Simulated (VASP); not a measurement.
# Settings for Al: relaxation of the cell

Al, Fm-3m (no. 225), 1 atom in the cell. R2SCAN; PAW potentials Al (PBE set). VASP 6.6.1. The cell is changed on purpose: volume scaled by 1.03.

Wanted: cell volume within 0.2 %; lattice lengths within 0.1 %; shortest distances from each atom, periodic images included within 0.005 Å.

What the run is for: cell; Accuracy asked: standard.

The series start from Plane-wave cutoff (eV): 360; Smearing width (eV): 0.03; k-point mesh: 13 × 13 × 13; Relaxation passes: 2; Ionic threshold (EDIFFG): -0.005; Electronic threshold (eV): 1e-6; Precision mode (PREC): Accurate; Relaxation algorithm: IBRION=2 POTIM=0.5. Each series keeps the choices made before it, and each single choice may use up half of a tolerance. Times cover all steps of a run.

## Plane-wave cutoff (eV)

| Plane-wave cutoff (eV) | Cell volume (Å³) | Lattice lengths, largest deviation against the largest value | Shortest distances from each atom, periodic images included, largest deviation (Å) | Time (s) |
|---|---|---|---|---|
| 240 | 15.84 | 0.03 % | 0.0008 | 28 |
| 280 | 15.84 | 0.038 % | 0.0011 | 38 |
| 310 | 15.85 | 0.0021 % | 0.0001 | 31 |
| 360 | 15.84 | 0.033 % | 0.0009 | 36 |
| 420 | 15.84 | 0.018 % | 0.0005 | 42 |
| 500 | 15.84 | 0.022 % | 0.0006 | 130 |
| 620 (reference) | 15.85 | 0 % | 0.0000 | 142 |

Chosen: 310, the loosest value from which every tighter one stays within half of the tolerance.

## Smearing width (eV)

| Smearing width (eV) | Cell volume (Å³) | Lattice lengths, largest deviation against the largest value | Shortest distances from each atom, periodic images included, largest deviation (Å) | Time (s) |
|---|---|---|---|---|
| 0.15 | 15.88 | 0.088 % | 0.0025 | 35 |
| 0.1 | 15.85 | 0.03 % | 0.0008 | 32 |
| 0.07 | 15.84 | 0.018 % | 0.0005 | 32 |
| 0.05 | 15.84 | 0.016 % | 0.0004 | 31 |
| 0.03 | 15.85 | 0.037 % | 0.0010 | 31 |
| 0.02 (reference) | 15.83 | 0 % | 0.0000 | 68 |

Chosen: 0.02; the next looser run is off by more than half of the tolerance, so convergence isn't shown beyond this value.

## k-point mesh

| k-point mesh | Cell volume (Å³) | Lattice lengths, largest deviation against the largest value | Shortest distances from each atom, periodic images included, largest deviation (Å) | Time (s) |
|---|---|---|---|---|
| 5 × 5 × 5 | 16.34 | 1 % | 0.0285 | 14 |
| 6 × 6 × 6 | 15.92 | 0.14 % | 0.0040 | 15 |
| 8 × 8 × 8 | 15.9 | 0.087 % | 0.0025 | 20 |
| 10 × 10 × 10 | 15.75 | 0.23 % | 0.0065 | 48 |
| 13 × 13 × 13 | 15.83 | 0.043 % | 0.0012 | 68 |
| 15 × 15 × 15 (reference) | 15.86 | 0 % | 0.0000 | 41 |

Chosen: 15 × 15 × 15; the next looser run is off by more than half of the tolerance, so convergence isn't shown beyond this value.

## Relaxation passes

| Relaxation passes | Cell volume (Å³) | Lattice lengths, largest deviation against the largest value | Shortest distances from each atom, periodic images included, largest deviation (Å) | Time (s) |
|---|---|---|---|---|
| 1 | 15.86 | 0 % | 0.0000 | 33 |
| 2 | 15.86 | 0 % | 0.0000 | 41 |
| 3 (reference) | 15.86 | 0 % | 0.0000 | 51 |

Chosen: 1.

## Ionic threshold (EDIFFG)

| Ionic threshold (EDIFFG) | Cell volume (Å³) | Lattice lengths, largest deviation against the largest value | Shortest distances from each atom, periodic images included, largest deviation (Å) | Time (s) |
|---|---|---|---|---|
| -0.05 | 15.86 | 0.0082 % | 0.0002 | 34 |
| -0.02 | 15.86 | 0.0082 % | 0.0002 | 36 |
| -0.01 | 15.86 | 0.0082 % | 0.0002 | 34 |
| -0.005 | 15.86 | 0.0082 % | 0.0002 | 33 |
| -0.002 (reference) | 15.86 | 0 % | 0.0000 | 77 |

Chosen: -0.05.

## Electronic threshold (eV)

| Electronic threshold (eV) | Cell volume (Å³) | Lattice lengths, largest deviation against the largest value | Shortest distances from each atom, periodic images included, largest deviation (Å) | Time (s) |
|---|---|---|---|---|
| 0.0001 | 15.86 | 0.0039 % | 0.0001 | 23 |
| 1e-5 | 15.85 | 0.0099 % | 0.0003 | 28 |
| 1e-6 | 15.86 | 0.00071 % | 0.0000 | 34 |
| 1e-7 (reference) | 15.86 | 0 % | 0.0000 | 35 |

Chosen: 0.0001.

## Precision mode (PREC)

| Precision mode (PREC) | Cell volume (Å³) | Lattice lengths, largest deviation against the largest value | Shortest distances from each atom, periodic images included, largest deviation (Å) | Time (s) |
|---|---|---|---|---|
| Normal | 15.86 | 0.0032 % | 0.0001 | 11 |
| Accurate (reference) | 15.86 | 0 % | 0.0000 | 23 |

Chosen: Normal.

## Relaxation algorithm

| Relaxation algorithm | Cell volume (Å³) | Lattice lengths, largest deviation against the largest value | Shortest distances from each atom, periodic images included, largest deviation (Å) | Time (s) |
|---|---|---|---|---|
| IBRION=2 POTIM=0.5 | 15.86 | 0 % | 0.0000 | 11 |
| IBRION=2 POTIM=0.2 | 15.87 | 0.039 % | 0.0011 | 11 |
| IBRION=1 POTIM=0.5 | 15.86 | 0.005 % | 0.0001 | 11 |
| IBRION=1 POTIM=0.2 | 15.89 | 0.069 % | 0.0019 | 11 |

Chosen: IBRION=2 POTIM=0.5; no other choice that stays within half of the tolerance saves 30 % of the time.

## All choices together

| Input | Cell volume (Å³) | Lattice lengths, largest deviation against the largest value | Shortest distances from each atom, periodic images included, largest deviation (Å) | Time (s) |
|---|---|---|---|---|
| the program's defaults (naive) | 15.96 | 0.18 % | 0.0051 | 3.3 |
| chosen settings | 15.86 | 0.032 % | 0.0009 | 11 |
| reference settings throughout | 15.87 | 0 % | 0.0000 | 185 |

The chosen settings stay within the tolerance of the reference run, but the reference itself isn't shown to be converged in: Smearing width (eV), k-point mesh.

Values of the reference run: Lattice lengths: 2.821, 2.821, 2.821 Å; Shortest distances from each atom, periodic images included: 2.821, 2.821, 2.821, 2.821 Å.

## The input

INCAR.step1:
```
SYSTEM = Al
METAGGA  = R2SCAN         ! meta-GGA
ISMEAR   = -1             ! smearing method
SIGMA    = 0.02           ! smearing width, eV
LWAVE    = .FALSE.        ! write WAVECAR
LCHARG   = .FALSE.        ! write CHGCAR
NSW      = 80             ! ionic steps
PREC     = Normal         ! precision mode
LASPH    = .TRUE.         ! aspherical terms in the spheres
LREAL    = .FALSE.        ! projectors in reciprocal space
ALGO     = Normal         ! electronic algorithm
EDIFF    = 1E-4           ! SCF threshold, eV
NELM     = 120            ! most SCF steps
GGA_COMPAT= .FALSE.      
IBRION   = 2              ! ionic algorithm
ISIF     = 3              ! what is computed and relaxed
EDIFFG   = -0.05          ! ionic threshold
NELMIN   = 4            
ENCUT    = 310            ! plane-wave cutoff, eV
LMIXTAU  = .TRUE.       
KPAR     = 2            
POTIM    = 0.5            ! step
```

INCAR.step2, as INCAR.step1 but for:
```
- NSW = 80
- IBRION = 2
- ISIF = 3
- EDIFFG = -0.05
- NELMIN = 4
- POTIM = 0.5
+ ISIF = 2
```

KPOINTS:
```
Automatic mesh
0
Gamma
  15 15 15
  0 0 0
```

POSCAR.step1:
```
Al
1.0
    0.0000000000      2.0448538781      2.0448538781
    2.0448538781      0.0000000000      2.0448538781
    2.0448538781      2.0448538781      0.0000000000
Al
1
Direct
    0.0000000000      0.0000000000      0.0000000000
```

Commands (each step's output is kept before the next begins):
```
cat potpaw_PBE.64/Al/POTCAR > POTCAR
cp INCAR.step1 INCAR
cp POSCAR.step1 POSCAR
mpirun -np 2 vasp_std > vasp.out
cp CONTCAR POSCAR
cp INCAR.step2 INCAR
mpirun -np 2 vasp_std > vasp.out
```

The chosen input took VASP 6.6.1 11 s on 2 cores (AMD EPYC 9R45 (Zen 5)), a shared host.
